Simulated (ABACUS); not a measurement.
# TePt (R-3m) in ABACUS: runs at scaled volumes

Single points of TePt at other volumes, in PBEsol.

Program: ABACUS 3.10.1. These are calculated values, not measurements. Logs are shortened: lines on timing, memory, paths and dates and some standing lists are left out, and cuts for length are marked.

### 1 The undisturbed crystal

Symmetry: R-3m, No. 166, trigonal system. The conventional cell has a = 3.963 Å, b = 3.963 Å, c = 19.983 Å, α = 90.00°, β = 90.00°, γ = 120.00°. Pt (site symmetry 3m) is surrounded by 3 Te at 2.59 Å and 3 Pt at 2.72 Å. Te (site symmetry 3m) is surrounded by 3 Pt at 2.59 Å.

### 2 Equation of state, PBEsol, 21.29 Å³/atom (volume scaled by 0.94)

Input file INPUT:

```
INPUT_PARAMETERS
suffix              TePt
calculation         scf
basis_type          pw
pseudo_dir          ./
symmetry            1
dft_functional      pbesol
ecutwfc             84
pseudo_rcut         7
nspin               1
nbands              41
ks_solver           dav
smearing_method     fd
smearing_sigma      0.00367493
scf_thr             1e-08
scf_nmax            100
mixing_type         broyden
mixing_beta         0.7
cal_force           1
cal_stress          1
kpar                4
```

Input file STRU:

```
ATOMIC_SPECIES
Pt 195.0840 Pt.upf
Te 127.6000 Te.upf

LATTICE_CONSTANT
1.8897261246

LATTICE_VECTORS
1.9411146507 1.1207030661 6.5250558655
-1.9411146507 1.1207030661 6.5250558655
0.0000000000 -2.2414061323 6.5250558655

ATOMIC_POSITIONS
Direct

Pt
0.0
2
0.1296666667 0.1296666667 0.1296666667 1 1 1
0.8703333333 0.8703333333 0.8703333333 1 1 1

Te
0.0
2
0.4020000000 0.4020000000 0.4020000000 1 1 1
0.5980000000 0.5980000000 0.5980000000 1 1 1
```

Input file KPT:

```
K_POINTS
0
Gamma
8 8 8 0 0 0
```

Potentials or basis: PseudoDojo NC SR 0.4.1 PBEsol standard, plane waves.

The run is started by

```
$ OMP_NUM_THREADS=1 mpirun -np 4 abacus > log
```

running log:

```text
ABACUS v3.10.1

               Atomic-orbital Based Ab-initio Computation at UStc

 ------------------------------------------------------------------------------------

 READING GENERAL INFORMATION
                           global_out_dir = OUT.TePt/
                           global_in_card = INPUT
                               pseudo_dir = ./
                              orbital_dir =
                                    DSIZE = 4
                                    GSIZE = 1

 READING UNITCELL INFORMATION
                                    ntype = 2
                  lattice constant (Bohr) = 1.88973
              lattice constant (Angstrom) = 1

 READING ATOM TYPE 1
                               atom label = Pt
                      L=0, number of zeta = 1
                      L=1, number of zeta = 1
                      L=2, number of zeta = 1
             number of atom for this type = 2

 READING ATOM TYPE 2
                               atom label = Te
                      L=0, number of zeta = 1
                      L=1, number of zeta = 1
                      L=2, number of zeta = 1
             number of atom for this type = 2

                        TOTAL ATOM NUMBER = 4
DIRECT COORDINATES
    atom                   x                   y                   z     mag                  vx                  vy                  vz
taud_Pt1            0.1296666667        0.1296666667        0.1296666667  0.0000        0.0000000000        0.0000000000        0.0000000000
taud_Pt2            0.8703333333        0.8703333333        0.8703333333  0.0000        0.0000000000        0.0000000000        0.0000000000
taud_Te1            0.4020000000        0.4020000000        0.4020000000  0.0000        0.0000000000        0.0000000000        0.0000000000
taud_Te2            0.5980000000        0.5980000000        0.5980000000  0.0000        0.0000000000        0.0000000000        0.0000000000

                          Volume (Bohr^3) = 574.743
                             Volume (A^3) = 85.1681

 Lattice vectors: (Cartesian coordinate: in unit of a_0)
             +1.94111             +1.1207            +6.52506
             -1.94111             +1.1207            +6.52506
                   +0            -2.24141            +6.52506
 Reciprocal vectors: (Cartesian coordinate: in unit of 2 pi/a_0)
            +0.257584           +0.148716          +0.0510851
            -0.257584           +0.148716          +0.0510851
                   +0           -0.297432          +0.0510851
 The esolver type has been set to : ksdft_pw

                PAO radial cut off (Bohr) = 7

 Read in pseudopotential file is Pt.upf
                     pseudopotential type = NC
          exchange-correlation functional = PBESOL
                 nonlocal core correction = 1
                        valence electrons = 18
                                     lmax = 3
                           number of zeta = 4
                     number of projectors = 8
                           L of projector = 0
                           L of projector = 0
                           L of projector = 1
                           L of projector = 1
                           L of projector = 2
                           L of projector = 2
                           L of projector = 3
                           L of projector = 3
                PAO radial cut off (Bohr) = 7

 Read in pseudopotential file is Te.upf
                     pseudopotential type = NC
          exchange-correlation functional = PBESOL
                 nonlocal core correction = 1
                        valence electrons = 16
                                     lmax = 2
                           number of zeta = 3
                     number of projectors = 6
                           L of projector = 0
                           L of projector = 0
                           L of projector = 1
                           L of projector = 1
                           L of projector = 2
                           L of projector = 2
     initial pseudo atomic orbital number = 38

 SETUP THE ELECTRONS NUMBER
            electron number of element Pt = 18
      total electron number of element Pt = 36
            electron number of element Te = 16
      total electron number of element Te = 32
            AUTOSET number of electrons:  = 68
                           occupied bands = 34
                                   NBANDS = 41
                                   NLOCAL = 36

%%%%%%%%%%%%%%%%%%%%%%%%%%%%%%%%%%%%%%%%%%%%%%%%%%%%%%%%%%%%%%%%%%%%%%%%%%%%%%%%%%%%%%%%%%%%%%%%%%%%%%%%%%
 Warning: the number of valence electrons in pseudopotential > 10 for Pt: [Xe] 4f14 5d9 6s1
 Warning: the number of valence electrons in pseudopotential > 6 for Te: [Kr] 4d10 5s2 5p4
 Pseudopotentials with additional electrons can yield (more) accurate outcomes, but may be less efficient.
 If you're confident that your chosen pseudopotential is appropriate, you can safely ignore this warning.
%%%%%%%%%%%%%%%%%%%%%%%%%%%%%%%%%%%%%%%%%%%%%%%%%%%%%%%%%%%%%%%%%%%%%%%%%%%%%%%%%%%%%%%%%%%%%%%%%%%%%%%%%%

 SETUP THE PLANE WAVE BASIS
 energy cutoff for charge/potential (unit:Ry) = 336
[... 84 lines left out ...]
                     BRAVAIS LATTICE NAME = 07. Rhombohedral (Trigonal) cell
                                    ibrav = 7
                       right hand lattice = 1
                        ROTATION MATRICES = 12
                               nkstot_ibz = 65
K-POINTS REDUCTION ACCORDING TO SYMMETRY
     IBZ    DIRECT_X    DIRECT_Y    DIRECT_Z  WEIGHT  ibz2bz
       1  0.00000000  0.00000000  0.00000000  0.0020       0
       2  0.12500000  0.00000000  0.00000000  0.0117       1
       3  0.25000000  0.00000000  0.00000000  0.0117       2
       4  0.37500000  0.00000000  0.00000000  0.0117       3
       5  0.50000000  0.00000000  0.00000000  0.0059       4
       6  0.12500000  0.12500000  0.00000000  0.0117       9
[... 22 lines left out ...]
      29  0.25000000  0.25000000  0.12500000  0.0117      82
      30  0.37500000  0.25000000  0.12500000  0.0234      83
[... 35 further k points ...]

                               nkstot now = 65
[... K-POINTS DIRECT COORDINATES: 65 rows ...]

           k-point number in this process = 17
       minimum distributed K point number = 16
[... stars of the k points ...]

[... K-POINTS CARTESIAN COORDINATES: 17 rows ...]

[... K-POINTS DIRECT COORDINATES: 17 rows ...]

 SETUP PLANE WAVES FOR WAVE FUNCTIONS
     energy cutoff for wavefunc (unit:Ry) = 84
              fft grid for wave functions = [ 80, 80, 80 ]
                    number of plane waves = 8907
                         number of sticks = 697

 PARALLEL PW FOR WAVE FUNCTIONS
     PROC   COLUMNS(POT)             PW
        1            697           8907
 --------------- sum -------------------
        1            697           8907

 SETUP NONLOCAL PSEUDOPOTENTIALS IN PLANE WAVE BASIS
 Pt non-local projectors:
 projector 1 L=0
 projector 2 L=0
 projector 3 L=1
 projector 4 L=1
 projector 5 L=2
 projector 6 L=2
 projector 7 L=3
 projector 8 L=3
 Te non-local projectors:
 projector 1 L=0
 projector 2 L=0
 projector 3 L=1
 projector 4 L=1
 projector 5 L=2
 projector 6 L=2
      TOTAL NUMBER OF NONLOCAL PROJECTORS = 100

 Init Non-Local PseudoPotential table :
 Init Non-Local-Pseudopotential done.

                                     npwx = 7505

 Make real space PAO into reciprocal space.
       max mesh points in Pseudopotential = 701
     dq(describe PAO in reciprocal space) = 0.01
                                    max q = 1104

 number of pseudo atomic orbitals for Pt is 4
WARNING: norm of atomic wavefunction # 3 of atomic type Pt is 0.999889, renormalized
WARNING: norm of atomic wavefunction # 4 of atomic type Pt is 0.997658, renormalized

 number of pseudo atomic orbitals for Te is 3
WARNING: norm of atomic wavefunction # 2 of atomic type Te is 0.999977, renormalized
WARNING: norm of atomic wavefunction # 3 of atomic type Te is 0.99875, renormalized

 -------------------------------------------
 SELF-CONSISTENT
 -------------------------------------------

                                 init_chg = atomic

 PW ALGORITHM --------------- ION=   1  ELEC=   1--------------------------------

 Notice: Threshold on eigenvalues was too large.
 hsover_error=0.68 > DRHO=0.181471
 Origin diag ethr = 0.01
 New diag ethr = 0.00026687

 Density error is 0.181241910595
                          Error Threshold = 0.000266869831386
----------------------------------------------------------
     Energy           Rydberg                 eV
----------------------------------------------------------
 E_KohnSham     -940.9644345151      -12802.4779247530
 E_Harris       -948.3521975833      -12902.9935979549
 E_Fermi        1.2009762393         16.3401200169
----------------------------------------------------------
[... 75 lines left out ...]
 Density error is 8.25570022377e-10
                          Error Threshold = 2.01205316501e-11
----------------------------------------------------------
     Energy           Rydberg                 eV
----------------------------------------------------------
 E_KohnSham     -941.0253497665      -12803.3067192671
 E_KS(sigma->0) -941.0247753706      -12803.2989042104
 E_Harris       -941.0253999558      -12803.3074021282
 E_band         -61.7906792267       -840.7053207733
 E_one_elec     -388.5476674086      -5286.4622213656
 E_Hartree      227.7141396980       3098.2098150603
 E_xc           -192.4849941502      -2618.8926999397
 E_Ewald        -587.7056791139      -7996.1459829086
 E_entropy(-TS) -0.0011487917        -0.0156301135
 E_descf        0.0000000000         0.0000000000
 E_exx          0.0000000000         0.0000000000
 E_Fermi        1.1795566395         16.0486914111
----------------------------------------------------------

 charge density convergence is achieved
 final etot is -12803.306719 eV
 EFERMI = 16.048691411 eV

 STATE ENERGY(eV) AND OCCUPATIONS    NSPIN == 1
 1/17 kpoint (Cartesian) = 0.0000 0.0000 0.0000 (7505 pws)
       1       -82.7451     0.00390625
       2       -82.7165     0.00390625
       3       -37.0144     0.00390625
       4       -37.0144     0.00390625
       5       -36.8537     0.00390625
       6       -36.8537     0.00390625
[... 248 lines left out ...]
      40        22.6095    2.41834e-59
      41        23.0975    1.39418e-63

[... levels at 11 further k points ...]

------------------------------------------------------------------------------------------
 TOTAL-FORCE (eV/Angstrom)
------------------------------------------------------------------------------------------
                       Pt1         0.0000000000         0.0000000000         0.3387504905
                       Pt2         0.0000000000         0.0000000000        -0.3387504905
                       Te1         0.0000000000         0.0000000000        -1.0315926974
                       Te2         0.0000000000         0.0000000000         1.0315926974
------------------------------------------------------------------------------------------

----------------------------------------------------------------
 TOTAL-STRESS (KBAR)
----------------------------------------------------------------
       107.7517191072        -0.0000000000         0.0000000000
         0.0000000000       107.7517191026         0.0000000006
        -0.0000000000         0.0000000006        73.8062628746
----------------------------------------------------------------
 TOTAL-PRESSURE: 96.436567 KBAR

 --------------------------------------------
 !FINAL_ETOT_IS -12803.3067192671205703 eV
 --------------------------------------------
```

Wall time 9 min (4 MPI ranks of Intel Xeon Platinum 8259CL at 2.50GHz (Skylake/Cascade Lake), shared host); peak memory 1.2 GiB.

Results:

```yaml
Free_energy: -12803.3067 eV
Pressure: 9.6 GPa
Largest_force: 1.032 eV/Å
Band_gap_on_the_k_mesh: none (metal or under the smearing width)
```

Caveat: forces of over 1 eV/Å show positions far from the minimum, so gaps and moduli don't describe the material at rest.

### 3 Equation of state, PBEsol, 21.75 Å³/atom (volume scaled by 0.96)

INPUT is that of step 2.

Edit STRU of step 2 so:

```diff
@@ -8,5 +8,5 @@
 LATTICE_VECTORS
-1.9411146507 1.1207030661 6.5250558655
--1.9411146507 1.1207030661 6.5250558655
-0.0000000000 -2.2414061323 6.5250558655
+1.9547849226 1.1285956013 6.5710084772
+-1.9547849226 1.1285956013 6.5710084772
+0.0000000000 -2.2571912026 6.5710084772
```

KPT is that of step 2.

Potentials or basis: PseudoDojo NC SR 0.4.1 PBEsol standard, plane waves.

The run is started by

```
$ OMP_NUM_THREADS=1 mpirun -np 4 abacus > log
```

It took 8.9 min on 4 MPI ranks of Intel Xeon Platinum 8259CL at 2.50GHz (Skylake/Cascade Lake), shared host; peak memory 1.2 GiB.

It converged, with:

```
Free energy            : -12803.3954 eV
Pressure               : 6.1 GPa
Largest force          : 0.715 eV/Å
Band gap on the k mesh : none (metal or under the smearing width)
```

### 4 Equation of state, PBEsol, 22.20 Å³/atom (volume scaled by 0.98)

INPUT is that of step 3.

Edit STRU of step 3 so:

```diff
@@ -8,5 +8,5 @@
 LATTICE_VECTORS
-1.9547849226 1.1285956013 6.5710084772
--1.9547849226 1.1285956013 6.5710084772
-0.0000000000 -2.2571912026 6.5710084772
+1.9682666240 1.1363792652 6.6163272091
+-1.9682666240 1.1363792652 6.6163272091
+0.0000000000 -2.2727585304 6.6163272091
```

KPT is that of step 3.

The run is started by

```
$ OMP_NUM_THREADS=1 mpirun -np 4 abacus > log
```

It took 10 min on 4 MPI ranks of Intel Xeon Platinum 8259CL at 2.50GHz (Skylake/Cascade Lake), shared host; peak memory 1.2 GiB.

The run converged. Its results:

```
Free energy            : -12803.4459 eV
Pressure               : 2.9 GPa
Largest force          : 0.426 eV/Å
Band gap on the k mesh : none (metal or under the smearing width)
```
